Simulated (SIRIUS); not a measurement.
# CuO (P-6m2) in SIRIUS: a series of runs

One crystal, CuO, is run at these levels: BLYP; tasks: equation of state.

All numbers are computed with SIRIUS 7.12.0; they aren't measurements. Logs are shortened: lines on timing, memory, paths and dates and some standing lists are left out, and cuts for length are marked. The log counts tension as positive stress, the text compression.

### 1 The crystal as given

The structure is hexagonal, space group P-6m2 (No. 187). Conventional cell: a = 2.836 Å, b = 2.836 Å, c = 2.768 Å, α = 90.00°, β = 90.00°, γ = 120.00°. Cu (site symmetry -6m2) has 6 O at 2.14 Å as nearest neighbours. Around O (site symmetry -6m2) lie 6 Cu at 2.14 Å.

Measurements of this composition are mostly on another form, of space group No. 15.

### 2 Equation of state, BLYP, 9.06 Å³/atom (volume scaled by 0.94)

File sirius.json:

```json
{
  "control": {
    "processing_unit": "cpu",
    "std_evp_solver_name": "lapack",
    "gen_evp_solver_name": "lapack",
    "verbosity": 2,
    "print_forces": false,
    "ortho_rf": true,
    "use_second_variation": true,
    "rmt_max": 3.0,
    "num_bands_to_print": 22,
    "save_wf": true
  },
  "parameters": {
    "electronic_structure_method": "full_potential_lapwlo",
    "xc_functionals": ["XC_GGA_X_B88", "XC_GGA_C_LYP"],
    "core_relativity": "dirac",
    "valence_relativity": "iora",
    "num_fv_states": 22,
    "smearing": "fermi_dirac",
    "smearing_width": 0.0018374661,
    "pw_cutoff": 24,
    "gk_cutoff": 4.62,
    "lmax_apw": 12,
    "lmax_rho": 8,
    "lmax_pot": 8,
    "num_mag_dims": 0,
    "auto_rmt": 0,
    "ngridk": [6, 6, 5],
    "shiftk": [0, 0, 0],
    "num_dft_iter": 80,
    "energy_tol": 1e-07,
    "density_tol": 1e-05,
    "use_symmetry": true
  },
  "settings": {"tol_ne": 1e-10},
  "iterative_solver": {"type": "exact"},
  "mixer": {"type": "anderson", "beta": 0.5, "max_history": 8},
  "unit_cell": {
    "lattice_vectors": [[5.2504616986, 0.0, 0.0], [-2.62523084, 4.547033215, 0.0], [0.0, 0.0, 5.1241904805]],
    "atom_types": ["Cu", "O"],
    "atom_files": {"Cu": "Cu.json", "O": "O.json"},
    "atoms": {"Cu": [[0.0, 0.0, 0.0]], "O": [[0.6666666667, 0.3333333333, 0.5]]}
  }
}
```

File Cu.json:

```json
{
  "name": "copper",
  "symbol": "Cu",
  "number": 29,
  "mass": 63.546,
  "rmin": 1e-06,
  "rmt": 2.34,
  "nrmt": 800,
  "rinf": 15.61,
  "core": "1s2s2p",
  "valence": [
    {"basis": [{"enu": 0.05, "dme": 0, "n": 0, "auto": 0}, {"enu": 0.05, "dme": 1, "n": 0, "auto": 0}]},
    {"l": 0, "n": 1, "basis": [{"enu": 0.15, "dme": 0, "n": 0, "auto": 0}]},
    {"l": 1, "n": 2, "basis": [{"enu": 0.15, "dme": 0, "n": 0, "auto": 0}]},
    {"l": 2, "n": 3, "basis": [{"enu": 0.15, "dme": 0, "n": 0, "auto": 0}]},
    {"l": 3, "n": 4, "basis": [{"enu": 0.15, "dme": 0, "n": 0, "auto": 0}]}
  ],
  "lo": [
    {"l": 0, "basis": [{"enu": 0.15, "dme": 0, "n": 0, "auto": 0}, {"enu": 0.15, "dme": 1, "n": 0, "auto": 0}]},
    {
      "l": 0,
      "basis": [{"enu": -3.8559, "dme": 0, "n": 3, "auto": 1}, {"enu": -3.8559, "dme": 1, "n": 3, "auto": 1}]
    },
    {
      "l": 0,
      "basis": [{"enu": -3.8559, "dme": 1, "n": 3, "auto": 1}, {"enu": 0.15, "dme": 0, "n": 0, "auto": 0}]
    },
    {"l": 0, "basis": [{"enu": 0.15, "dme": 0, "n": 0, "auto": 0}, {"enu": 3.0721, "dme": 0, "n": 0, "auto": 0}]},
    {"l": 1, "basis": [{"enu": 0.15, "dme": 0, "n": 0, "auto": 0}, {"enu": 0.15, "dme": 1, "n": 0, "auto": 0}]},
    {
      "l": 1,
      "basis": [{"enu": -2.3153, "dme": 0, "n": 3, "auto": 1}, {"enu": -2.3153, "dme": 1, "n": 3, "auto": 1}]
    },
    {
      "l": 1,
      "basis": [{"enu": -2.3153, "dme": 1, "n": 3, "auto": 1}, {"enu": 0.15, "dme": 0, "n": 0, "auto": 0}]
    },
    {"l": 1, "basis": [{"enu": 0.15, "dme": 0, "n": 0, "auto": 0}, {"enu": 3.5104, "dme": 0, "n": 0, "auto": 0}]},
    {"l": 2, "basis": [{"enu": 0.15, "dme": 0, "n": 0, "auto": 0}, {"enu": 0.15, "dme": 1, "n": 0, "auto": 0}]},
    {"l": 2, "basis": [{"enu": 0.15, "dme": 1, "n": 0, "auto": 0}, {"enu": 0.15, "dme": 2, "n": 0, "auto": 0}]},
    {"l": 2, "basis": [{"enu": 0.15, "dme": 0, "n": 0, "auto": 0}, {"enu": 2.999, "dme": 0, "n": 0, "auto": 0}]},
    {"l": 3, "basis": [{"enu": 0.15, "dme": 0, "n": 0, "auto": 0}, {"enu": 0.15, "dme": 1, "n": 0, "auto": 0}]},
    {"l": 3, "basis": [{"enu": 0.15, "dme": 0, "n": 0, "auto": 0}, {"enu": 3.3277, "dme": 0, "n": 0, "auto": 0}]}
  ],
  "free_atom": [... radial grid and density of the free atom, the start of the SCF ...]
}
```

File O.json:

```json
{
  "name": "oxygen",
  "symbol": "O",
  "number": 8,
  "mass": 15.9994,
  "rmin": 1e-06,
  "rmt": 1.56,
  "nrmt": 800,
  "rinf": 11.55,
  "core": "1s",
  "valence": [
    {"basis": [{"enu": 0.05, "dme": 0, "n": 0, "auto": 0}, {"enu": 0.05, "dme": 1, "n": 0, "auto": 0}]},
    {"l": 0, "n": 1, "basis": [{"enu": -0.0671, "dme": 0, "n": 0, "auto": 0}]},
    {"l": 1, "n": 2, "basis": [{"enu": 0.15, "dme": 0, "n": 0, "auto": 0}]},
    {"l": 2, "n": 3, "basis": [{"enu": 0.15, "dme": 0, "n": 0, "auto": 0}]},
    {"l": 3, "n": 4, "basis": [{"enu": 0.15, "dme": 0, "n": 0, "auto": 0}]}
  ],
  "lo": [
    {
      "l": 0,
      "basis": [{"enu": -0.0671, "dme": 0, "n": 0, "auto": 0}, {"enu": -0.0671, "dme": 1, "n": 0, "auto": 0}]
    },
    {
      "l": 0,
      "basis": [{"enu": -0.0671, "dme": 1, "n": 0, "auto": 0}, {"enu": -0.0671, "dme": 2, "n": 0, "auto": 0}]
    },
    {
      "l": 0,
      "basis": [{"enu": -0.0671, "dme": 0, "n": 0, "auto": 0}, {"enu": 4.8638, "dme": 0, "n": 0, "auto": 0}]
    },
    {"l": 1, "basis": [{"enu": 0.15, "dme": 0, "n": 0, "auto": 0}, {"enu": 0.15, "dme": 1, "n": 0, "auto": 0}]},
    {"l": 1, "basis": [{"enu": 0.15, "dme": 1, "n": 0, "auto": 0}, {"enu": 0.15, "dme": 2, "n": 0, "auto": 0}]},
    {"l": 1, "basis": [{"enu": 0.15, "dme": 0, "n": 0, "auto": 0}, {"enu": 5.8206, "dme": 0, "n": 0, "auto": 0}]},
    {"l": 2, "basis": [{"enu": 0.15, "dme": 0, "n": 0, "auto": 0}, {"enu": 0.15, "dme": 1, "n": 0, "auto": 0}]},
    {"l": 2, "basis": [{"enu": 0.15, "dme": 1, "n": 0, "auto": 0}, {"enu": 0.15, "dme": 2, "n": 0, "auto": 0}]},
    {"l": 2, "basis": [{"enu": 0.15, "dme": 0, "n": 0, "auto": 0}, {"enu": 6.5603, "dme": 0, "n": 0, "auto": 0}]},
    {"l": 3, "basis": [{"enu": 0.15, "dme": 0, "n": 0, "auto": 0}, {"enu": 0.15, "dme": 1, "n": 0, "auto": 0}]}
  ],
  "free_atom": [... radial grid and density of the free atom, the start of the SCF ...]
}
```

File sirius_start.json:

```json
{
  "control": {
    "processing_unit": "cpu",
    "std_evp_solver_name": "lapack",
    "gen_evp_solver_name": "lapack",
    "verbosity": 1,
    "print_forces": false,
    "ortho_rf": true,
    "use_second_variation": true,
    "rmt_max": 3.0,
    "num_bands_to_print": 22,
    "save_wf": false
  },
  "parameters": {
    "electronic_structure_method": "full_potential_lapwlo",
    "xc_functionals": ["XC_LDA_X", "XC_LDA_C_PW"],
    "core_relativity": "dirac",
    "valence_relativity": "iora",
    "num_fv_states": 22,
    "smearing": "fermi_dirac",
    "smearing_width": 0.0055123983,
    "pw_cutoff": 24,
    "gk_cutoff": 3.69,
    "lmax_apw": 12,
    "lmax_rho": 8,
    "lmax_pot": 8,
    "num_mag_dims": 0,
    "auto_rmt": 0,
    "ngridk": [2, 2, 2],
    "shiftk": [0, 0, 0],
    "num_dft_iter": 30,
    "energy_tol": 0.01,
    "density_tol": 0.05,
    "use_symmetry": true
  },
  "settings": {"tol_ne": 1e-10},
  "iterative_solver": {"type": "exact"},
  "mixer": {"type": "anderson", "beta": 0.5, "max_history": 8},
  "unit_cell": {
    "lattice_vectors": [[5.2504616986, 0.0, 0.0], [-2.62523084, 4.547033215, 0.0], [0.0, 0.0, 5.1241904805]],
    "atom_types": ["Cu", "O"],
    "atom_files": {"Cu": "Cu.json", "O": "O.json"},
    "atoms": {"Cu": [[0.0, 0.0, 0.0]], "O": [[0.6666666667, 0.3333333333, 0.5]]}
  }
}
```

Potentials or basis: all-electron FP-LAPW, apw+lo standard.

The run is started by

```bash
$ OMP_NUM_THREADS=2 sirius.scf --input=sirius_start.json --output=start.json
$ OMP_NUM_THREADS=2 sirius.scf --input=sirius.json --output=output.json --task=1
```

Log:

```text
[info] SIRIUS version : 7.12.0
[info] number of MPI ranks           : 1
[... 5 lines left out ...]
[fft]   grid size                             : 45 45 45   total : 91125
[fft]   grid limits                           : -22 22   -22 22   -22 22
[fft]   number of G-vectors within the cutoff : 28449
[fft]   number of G-shells                    : 1457
[fft] FFT context for coarse grid
[fft] =====================================
[fft]   plane wave cutoff                     : 9.24
[fft]   grid size                             : 18 18 18   total : 5832
[fft]   grid limits                           : -8 9   -8 9   -8 9
[fft]   number of G-vectors within the cutoff : 1653
[fft]   number of G-shells                    : 113
[unit cell] lattice vectors
[unit cell]   a1 :       5.2504616986      0.0000000000      0.0000000000
[unit cell]   a2 :      -2.6252308400      4.5470332150      0.0000000000
[unit cell]   a3 :       0.0000000000      0.0000000000      5.1241904805
[unit cell] reciprocal lattice vectors
[unit cell]   b1 :       1.1966919612      0.6909104231     -0.0000000000
[unit cell]   b2 :       0.0000000000      1.3818208511      0.0000000000
[unit cell]   b3 :       0.0000000000     -0.0000000000      1.2261810585
[unit cell] unit cell volume :       122.33504517 [a.u.^3]
[unit cell] 1/sqrt(omega)    :         0.09041168
[unit cell] MT volume        :        69.57295692 (56.87%)
[unit cell] IT volume        :        52.76208824 (43.13%)
[unit cell] number of atom types : 2
[unit cell] type id : 0 symbol : Cu mt_radius :   2.340000 num_atoms : 1
[... 8 lines left out ...]
[unit cell] ---------------------------------------------
[unit cell]      0       0.000000    0.000000    0.000000
[unit cell]      1       2.625231    1.515678    2.562095
[unit cell] class id : 0 atom id : 0
[unit cell] class id : 1 atom id : 1
[... 316 lines left out ...]
[diagonalize] ik:    1   -3.874823   -2.317454   -2.309323   -2.309111   -0.463181    0.068650    0.108935    0.119077    0.121660    0.173480    0.206877    0.207807    0.229949    0.359436    0.768583    0.839869    0.891880    0.944608    1.139412    1.255336    1.280944    1.404415
[diagonalize] ik:    2   -3.874774   -2.317393   -2.309891   -2.309257   -0.438048    0.006951    0.096231    0.123946    0.127551    0.171159    0.191271    0.207992    0.243194    0.435052    0.650220    0.846067    0.905714    0.918521    1.134527    1.286634    1.314938    1.380571
[diagonalize] ik:    3   -3.874749   -2.317362   -2.310175   -2.309330   -0.423610   -0.022738    0.088412    0.125314    0.133696    0.170005    0.192847    0.195417    0.257715    0.481719    0.589362    0.835293    0.904976    0.910469    1.167245    1.233724    1.368044    1.419522
[diagonalize] ik:    4   -3.874786   -2.317408   -2.309696   -2.309274   -0.444845    0.028480    0.101485    0.107514    0.133041    0.170022    0.189458    0.211761    0.236212    0.422770    0.690109    0.814087    0.924977    0.927332    1.159924    1.217057    1.265140    1.458294
[diagonalize] ...
[diagonalize] ik:   16   -3.874709   -2.318328   -2.309798   -2.309177   -0.413450    0.005558    0.053233    0.088128    0.149592    0.177575    0.184988    0.208072    0.258192    0.482900    0.659062    0.746535    0.837823    0.858710    1.135016    1.225870    1.470189    1.518452
[diagonalize] ik:   17   -3.874684   -2.318290   -2.310076   -2.309249   -0.404164    0.012684    0.035305    0.079928    0.163208    0.182297    0.186601    0.209530    0.261937    0.454196    0.638556    0.738075    0.802215    0.845291    1.130657    1.296746    1.477923    1.583611
[diagonalize] ik:   18   -3.874721   -2.318347   -2.309607   -2.309193   -0.417859   -0.001109    0.064427    0.093751    0.145441    0.175528    0.188298    0.202110    0.255791    0.494185    0.674915    0.732912    0.855635    0.878351    1.168982    1.244127    1.307584    1.479978
[diagonalize] ik:   19   -3.874684   -2.318290   -2.309937   -2.309389   -0.404287    0.018304    0.033023    0.079991    0.154315    0.182920    0.191542    0.207080    0.259243    0.473405    0.618170    0.726523    0.812309    0.842020    1.220647    1.258141    1.463161    1.532039
[diagonalize] ik:   20   -3.874672   -2.318271   -2.309763   -2.309738   -0.399518    0.022832    0.027086    0.074105    0.157187    0.182421    0.183457    0.227128    0.254779    0.494543    0.540050    0.745298    0.804357    0.843791    1.214799    1.420786    1.454885    1.473059
[generate_core_charge_density] atom class : 0
[generate_core_charge_density]   n,l,k : 1 0 1  energy :        -324.98373249
[generate_core_charge_density]   n,l,k : 2 0 1  energy :         -38.71481192
[generate_core_charge_density]   n,l,k : 2 1 1  energy :         -33.88413028
[generate_core_charge_density]   n,l,k : 2 1 2  energy :         -33.13003653
[generate_core_charge_density] atom class : 1
[generate_core_charge_density]   n,l,k : 1 0 1  energy :         -18.37715744
[find] Total energy                   :   -1730.63449389 (Ha),   -3461.26898778 (Ry)
[find] iteration : 1, RMS (target) : 1.1358e-01 (1.0000e-05) , energy difference (target) : 1.2207e-04 (1.0000e-07)
[find] Total energy                   :   -1730.63250047 (Ha),   -3461.26500094 (Ry)
[find] iteration : 2, RMS (target) : 9.4328e-02 (1.0000e-05) , energy difference (target) : 1.9934e-03 (1.0000e-07)
[find] Total energy                   :   -1730.63523041 (Ha),   -3461.27046082 (Ry)
[... 18 lines left out ...]
[find] valence_eval_sum               :     -20.22191028
[find] core_eval_sum                  :    -964.26767354
[find] kinetic energy                 :    1758.93443771
[find] enuc                           :   -2090.81277955
[find] <rho|V^{XC}>                   :     -99.10576833
[find] <rho|E^{XC}>                   :     -76.59802774
[find] <mag|B^{XC}>                   :       0.00000000
[find] <rho|V^{H}>                    :   -2644.31825322
[find] smearing (-TS)                 :      -0.00051555
[find] SCF correction                 :       0.00018523
[find] Total energy                   :   -1730.63531097 (Ha),   -3461.27062194 (Ry)
[find] Free energy (E-TS)             :   -1730.63582652 (Ha),   -3461.27165304 (Ry)
[find] band gap (eV)                  :       0.00000000
[find] Efermi                         :       0.25267274
[find] iteration : 7, RMS (target) : 7.5044e-06 (1.0000e-05) , energy difference (target) : -6.3256e-08 (1.0000e-07)
[find] converged after 8 SCF iterations!
[find] Charges and magnetic moments
[find] --------------------------------------------------------------------------------
[find] atom      charge    core leakage
[find] --------------------------------------------------------------------------------
[find]    0   28.106130    1.534662e-14
[find]    1    6.994050    1.815895e-07
[find] total core leakage    : 1.81589484e-07
[find] interstitial charge   : 1.899819
[find] total charge          : 36.999999
[find] Energy
[find] --------------------------------------------------------------------------------
[find] valence_eval_sum               :     -20.22191028
[find] core_eval_sum                  :    -964.26767354
[find] kinetic energy                 :    1758.93443771
[find] enuc                           :   -2090.81277955
[find] <rho|V^{XC}>                   :     -99.10576833
[find] <rho|E^{XC}>                   :     -76.59802774
[find] <mag|B^{XC}>                   :       0.00000000
[find] <rho|V^{H}>                    :   -2644.31825322
[find] smearing (-TS)                 :      -0.00051555
[find] SCF correction                 :       0.00018523
[find] Total energy                   :   -1730.63531097 (Ha),   -3461.27062194 (Ry)
[find] Free energy (E-TS)             :   -1730.63582652 (Ha),   -3461.27165304 (Ry)
[find] band gap (eV)                  :       0.00000000
[find] Efermi                         :       0.25267274
```

It took 26 s on 2 threads of Arm Neoverse V2, shared host; peak memory 0.44 GiB.

What came out:

```yaml
Free_energy: -47092.9999 eV
Band_gap_on_the_k_mesh: none (metal or under the smearing width)
All_electrons_inside_the_program's_atomic_spheres: Cu 28.11; O 6.99 (radii Cu 2.34, O 1.56 bohr)
```

Caveat: the k mesh is coarse (spacing up to 0.46 Å⁻¹), so the values aren't converged; an odd number of electrons without spin polarisation forces a metal; a magnetic or distorted state may lie lower; the run has no spin polarisation, though such a crystal can be magnetic; semilocal functionals often make such compounds metallic where correlation or magnetic order opens a gap, which also shifts bond lengths.

(Continued in part 2 of 4.)
